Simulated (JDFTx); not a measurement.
Crystal: AlCo.

```
Co Al
1.0
     2.81940    0.00000    0.00000
     0.00000    2.81940    0.00000
     0.00000    0.00000    2.81940
Co Al
1 1
Cartesian
  1.4097 1.4097 1.4097
  0.0000 0.0000 0.0000
```

The cell is a database's computed one.

| Property | Result |
| --- | --- |
| Program | JDFTx 1.7.0 (patched build) |
| Task | relaxation of cell and atoms |
| Functional | PBE |
| Potentials or basis | PseudoDojo-SR-PBE-0.5-standard with smoothed tails |
| Cutoff | 1306 eV |
| Density cutoff | 10449 eV |
| k mesh | 4 × 4 × 4 |
| Occupations | fermi-dirac, width 0.05 eV |
| Spin | collinear spin, ferromagnetic start |
| Starting moments | [2.0, 0.0] μB |

At the start: pressure 9.6 GPa; volume 11.21 Å³/atom.

How do energy, volume and symmetry change on relaxing?

Over 6 steps the energy falls by 16.1 meV/atom and the volume is 11.77 Å³/atom (+5.0 %); space group Pm-3m (No. 221, to 0.05 Å); moment 0.47 μB per cell.

The path:
```
step  energy change (eV)  largest force (eV/Å)  pressure (GPa)  volume (Å³)
   1              0.0000                0.0000            9.58        22.41
   2             -0.0066                0.0000            8.49        22.53
   3             -0.0321                0.0000            0.56        23.46
   4             -0.0322                0.0000            0.06        23.53
   5             -0.0322                0.0000            0.00        23.53
   6             -0.0322                0.0000            0.00        23.53
```

Final structure:
```xyz
2
Lattice="2.8657 0.0000 0.0000 0.0000 2.8657 0.0000 0.0000 0.0000 2.8657" Properties=species:S:1:pos:R:3 pbc="T T T"
Co    1.4329    1.4329    1.4329
Al    0.0000    0.0000    0.0000
```

Caveat: the k mesh is coarse (spacing up to 0.56 Å⁻¹), so the values aren't converged.
